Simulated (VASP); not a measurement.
# CdTe (F-43m) in VASP: notebook, part 2 of 2

VASP 6.6.1.

## (3) Dielectric tensor, PBE

INCAR reads:

```
  PREC = Accurate
  ENCUT = 600
  EDIFF = 1E-8
  ISMEAR = 0
  SIGMA = 0.01
  LREAL = F
  LASPH = T
  NELM = 100
  ALGO = Normal
  ISIF = 2
  LWAVE = F
  LCHARG = F
  GGA = PE
  LEPSILON = T
```

KPOINTS reads:

```
Automatic mesh
0
Gamma
  10 10 10
```

POSCAR reads:

```
CdTe
1.0
    0.0000000000      3.2050000000      3.2050000000
    3.2050000000      0.0000000000      3.2050000000
    3.2050000000      3.2050000000      0.0000000000
Te Cd
1 1
Direct
    0.7500000000      0.7500000000      0.7500000000
    0.0000000000      0.0000000000      0.0000000000
```

Potentials or basis: VASP PAW PBE potentials, release 64 (Te, Cd).

Started as:

```console
$ cat potpaw_PBE.64/Te/POTCAR potpaw_PBE.64/Cd/POTCAR > POTCAR
$ mpirun -np 1 vasp_std > vasp.out
```

OUTCAR:

```text
PREC = Accurate
   ENCUT = 600
   EDIFF = 1E-8
   ISMEAR = 0
   LREAL = F
   LASPH = T
   NELM = 100
   ISIF = 2
   GGA = PE
   LEPSILON = T

 Found     47 irreducible k-points:

 Following reciprocal coordinates:
            Coordinates               Weight
  0.000000  0.000000  0.000000      1.000000
  0.100000  0.000000  0.000000      8.000000
  0.200000  0.000000  0.000000      8.000000
  0.300000  0.000000  0.000000      8.000000
  0.400000  0.000000  0.000000      8.000000
  0.500000  0.000000  0.000000      4.000000
   k-points           NKPTS =     47   k-points in BZ     NKDIM =     47   number of bands    NBANDS=     13
   number of dos      NEDOS =    301   number of ions     NIONS =      2
   total plane-waves  NPLWV =  46656
   dimension x,y,z NGX =    36 NGY =   36 NGZ =   36
   dimension x,y,z NGXF=    72 NGYF=   72 NGZF=   72
   ions per type =               1   1
   NGX,Y,Z   is equivalent  to a cutoff of  13.20, 13.20, 13.20 a.u.
   NGXF,Y,Z  is equivalent  to a cutoff of  26.41, 26.41, 26.41 a.u.
 SYSTEM =  unknown system
   PREC   = accura    normal or accurate (medium, high low for compatibility)
   ISTART =      0    job   : 0-new  1-cont  2-samecut
   ICHARG =      2    charge: 1-file 2-atom 10-const
   ISPIN  =      1    spin polarized calculation?
   LNONCOLLINEAR =      F non collinear calculations
   LSORBIT =      F    spin-orbit coupling
   LASPH  =      T    aspherical Exc in radial PAW
   ENCUT  =  600.0 eV  44.10 Ry    6.64 a.u.   9.05  9.05  9.05*2*pi/ulx,y,z
   NELM   =    100;   NELMIN=  2; NELMDL= -5     # of ELM steps
   EDIFF  = 0.1E-07   stopping-criterion for ELM
   LREAL  =      F    real-space projection
   EDIFFG = 0.1E-06   stopping-criterion for IOM
   NSW    =      0    number of steps for IOM
   IBRION =     -1    ionic relax: 0-MD 1-quasi-New 2-CG
   NFREE  =      0    steps in history (QN), initial steepest desc. (CG)
   ISIF   =      2    stress and relaxation
   ISYM   =      2    0-nonsym 1-usesym 2-fastsym
   POTIM  = 0.5000    time-step for ionic-motion
   TEBEG  =    0.0;   TEEND  =   0.0 temperature during run
   PSTRESS=    0.0 pullay stress
   NELECT =      18.0000    total number of electrons
   NUPDOWN=      -1.0000    fix difference up-down
   EMIN   =  10.00;   EMAX   =-10.00  energy-range for DOS
   EFERMI =   0.00;   METHOD = LEGACY
   ISMEAR =     0;   SIGMA  =   0.01  broadening in eV -4-tet -1-fermi 0-gaus
   EFERMI_NEDOS =   21; number of points for ismear=-14 and -15
   IALGO  =     38    algorithm
   IMIX   =      4    mixing-type and parameters
     AMIX     =   0.40;   BMIX     =  1.00
     AMIX_MAG =   1.60;   BMIX_MAG =  1.00
  volume/ion in A,a.u.               =      32.92       222.17
  Fermi-wavevector in a.u.,A,eV,Ry     =   1.062497  2.007828 15.359610  1.128899
  Thomas-Fermi vector in A             =   2.197950
   LORBIT       =      0    0 simple, 1 ext, 2 COOP (PROOUT), +10 PAW based schemes
   GGA     = PE    functional components
   LHFCALC =     F    Hartree Fock is set to
   AEXX    =    0.0000 exact exchange contribution
   IVDW    =     0    specifies the selected vdW correction
   LEPSILON=     T    determine dielectric tensor
   LRPA    =     F    only Hartree local field effects (RPA)
 non-spin polarized calculation
 Gauss-broadening in eV      SIGMA  =   0.01
  energy-cutoff  :      600.00
  volume of cell :       65.84
 maximum number of plane-waves:      2210
   NGX = 19   NGY = 19   NGZ = 19

--------------------------------------- Ionic step        1  -------------------------------------------

[... 110 lines left out ...]
  -------------------------------------------------------------------------------------
  Total        1.7886500      1.7886500      1.7886500      0.0000000      0.0000000      0.0000000
  in kB       43.5233035     43.5233035     43.5233035      0.0000000      0.0000000      0.0000000
  external PRESSURE =      43.5233035 kB  Pullay stress =       0.0000000 kB

 VOLUME and BASIS-vectors are now :
 -----------------------------------------------------------------------------
  energy-cutoff  :      600.00
  volume of cell :       65.84
      direct lattice vectors                 reciprocal lattice vectors
     0.000000000  3.205000000  3.205000000    -0.156006240  0.156006240  0.156006240
     3.205000000  0.000000000  3.205000000     0.156006240 -0.156006240  0.156006240
     3.205000000  3.205000000  0.000000000     0.156006240  0.156006240 -0.156006240

 POSITION                                       TOTAL-FORCE (eV/Angst)
 -----------------------------------------------------------------------------------
      4.80750      4.80750      4.80750         0.000000      0.000000      0.000000
      0.00000      0.00000      0.00000        -0.000000     -0.000000     -0.000000
 -----------------------------------------------------------------------------------
    total drift:                                0.000000      0.000000      0.000000

  FREE ENERGIE OF THE ION-ELECTRON SYSTEM (eV)
  ---------------------------------------------------
  free  energy   TOTEN  =        -4.7272365333 eV

  energy  without entropy=       -4.7272365333  energy(sigma->0) =       -4.72723653

 HEAD OF MICROSCOPIC STATIC DIELECTRIC TENSOR (INDEPENDENT PARTICLE, excluding Hartree and local field effects)
 ------------------------------------------------------
           9.433124     0.000000    -0.000000
           0.000000     9.433124     0.000000
           0.000000     0.000000     9.433124
 ------------------------------------------------------

 Free energy of the ion-electron system (eV)
  ---------------------------------------------------
  ---------------------------------------------------
  free energy    TOTEN  =        -1.58824494 eV

  energy without entropy =       -1.58824494

------------------------ aborting loop because EDIFF is reached ----------------------------------------

--------------------------------------- Ionic step        2  -------------------------------------------

------------------------ aborting loop because EDIFF is reached ----------------------------------------

--------------------------------------- Ionic step        3  -------------------------------------------

 Free energy of the ion-electron system (eV)
  ---------------------------------------------------
  ---------------------------------------------------
  free energy    TOTEN  =        -1.58824633 eV

  energy without entropy =       -1.58824633

------------------------ aborting loop because EDIFF is reached ----------------------------------------

 PIEZOELECTRIC TENSOR FIELD DIRECTION 3  (e Angst)
 -----------------------------------------------------------------------------
    -0.00155  2.41802  0.00000           (  0.00000 -0.06712  0.00000)
     2.41802 -0.00155  0.00000           ( -0.06712  0.00000  0.00000)
     0.00000  0.00000 -0.00076           (  0.00000  0.00000  0.00000)

 PIEZOELECTRIC TENSOR FIELD DIRECTION 3  (C/m^2)
 -----------------------------------------------------------------------------
    -0.00038  0.58838  0.00000
     0.58838 -0.00038  0.00000
     0.00000  0.00000 -0.00018

 MACROSCOPIC STATIC DIELECTRIC TENSOR (including local field effects in DFT)
 ------------------------------------------------------
           9.040039     0.000000     0.000000
           0.000000     9.040039    -0.000000
           0.000000     0.000000     9.040039
 ------------------------------------------------------

 PIEZOELECTRIC TENSOR (including local field effects)  for field in x, y, z        (e  Angst)
          XX          YY          ZZ          XY          YZ          ZX
  --------------------------------------------------------------------------------
  x    -0.00000    -0.00000    -0.00000     0.00000     2.43173     0.00000
  y     0.00000     0.00000     0.00000     0.00000     0.00000     2.43173
  z     0.00000     0.00000    -0.00000     2.43173     0.00000     0.00000

 PIEZOELECTRIC TENSOR (including local field effects)  for field in x, y, z        (C/m^2)
          XX          YY          ZZ          XY          YZ          ZX
  --------------------------------------------------------------------------------
  x    -0.00000    -0.00000    -0.00000     0.00000     0.59171     0.00000
  y     0.00000     0.00000     0.00000     0.00000     0.00000     0.59171
  z     0.00000     0.00000    -0.00000     0.59171     0.00000     0.00000

 BORN EFFECTIVE CHARGES (including local field effects) (in |e|, cummulative output)
 ---------------------------------------------------------------------------------
 ion    1
    1    -2.13883     0.00000     0.00000
    2    -0.00000    -2.13883    -0.00000
    3    -0.00000     0.00000    -2.13883
 ion    2
    1     2.13883     0.00000     0.00000
    2     0.00000     2.13883     0.00000
    3     0.00000    -0.00000     2.13883
```

OSZICAR:

```text
N       E                     dE             d eps       ncg     rms          rms(c)
DAV:   1     0.112463403959E+03    0.11246E+03   -0.90946E+03  1222   0.135E+03
[... 13 lines left out ...]
RMM:   7    -0.158797144371E+01   -0.19503E-02   -0.43628E-05  6927   0.391E-02    0.544E-03
RMM:   8    -0.158817331413E+01   -0.20187E-03   -0.19277E-06  7406   0.804E-03    0.150E-03
RMM:   9    -0.158824048176E+01   -0.67168E-04   -0.81158E-07  6462   0.446E-03    0.350E-04
RMM:  10    -0.158825270591E+01   -0.12224E-04    0.13600E-06  7680   0.701E-04    0.176E-04
RMM:  11    -0.158824865735E+01    0.40486E-05    0.10413E-06  7031   0.344E-04    0.826E-05
RMM:  12    -0.158824669688E+01    0.19605E-05    0.58610E-07  5274   0.988E-05    0.318E-05
RMM:  13    -0.158824633451E+01    0.36238E-06   -0.24369E-08  3544   0.597E-05    0.509E-06
```

stdout:

```text
POSCAR found type information on POSCAR TeCd
 POSCAR found :  2 types and       2 ions
 scaLAPACK will be used
 LDA part: xc-table for (Slater+PW92), standard interpolation
 POSCAR, INCAR and KPOINTS ok, starting setup
 FFT: planning ... GRIDC
 FFT: planning ... GRID_SOFT
 FFT: planning ... GRID
 WAVECAR not read
 entering main loop
 Linear response reoptimize wavefunctions to high precision
 Linear response G [H, r] |phi>, progress :
  Direction:   1
 Linear response G [H, r] |phi>, progress :
  Direction:   2
 Linear response G [H, r] |phi>, progress :
  Direction:   3
 Linear response to external field (no local field effect), progress :
  Direction:   1
 dielectric tensor                  component  1 :    10.651     4.584     1.169
 Linear response to external field (no local field effect), progress :
  Direction:   2
 dielectric tensor                  component  2 :     4.583    11.435    -1.727
 Linear response to external field (no local field effect), progress :
  Direction:   3
 dielectric tensor                  component  3 :     1.174    -1.728     6.213
 Linear response to external field, progress :
  Direction:   1
 dielectric tensor                  component  1 :     9.040     1.918     0.968
 Linear response to external field, progress :
  Direction:   2
 dielectric tensor                  component  2 :     1.796     9.040     0.799
 Linear response to external field, progress :
  Direction:   3
 dielectric tensor                  component  3 :     1.446     1.439     9.040
 Born effective charges drift removed
```

Wall time 8.5 min (1 thread of Intel Xeon Platinum 8488C (Sapphire Rapids), shared host); peak memory 0.57 GiB.

These settings aren't checked as converged: the numbers below hold their error.

Results:

* Band gap on the k mesh: 0.87 eV, direct
* Electronic dielectric tensor (diagonal): 9.04
* Born charges (mean of the diagonal): Te -2.14; Cd +2.14 e

Caveat: spin-orbit coupling is left out, which moves the levels of the heavy elements.

## (4) For comparison

An earlier run on the cell as given: functional PBEsol; potentials or basis VASP PAW PBE potentials, release 64 (Te, Cd); cutoff 520 eV; k mesh 7 × 7 × 7; occupations fermi-dirac, width 0.05 eV; no spin polarisation.

- Pressure: 1.9 GPa
- Band gap on the k mesh: 0.76 eV, direct

## (5) Comparison with measurements

Step 2. Measured gap of CdTe: 1.607 eV (0 K; a printed reference work, data compilation). This calculation gives 0.87 eV (-0.73 eV). Spin-orbit coupling on Cd, Te is left out. The value is that of PBE, without temperature or zero-point motion. Semilocal functionals fall short of measured gaps as a rule.
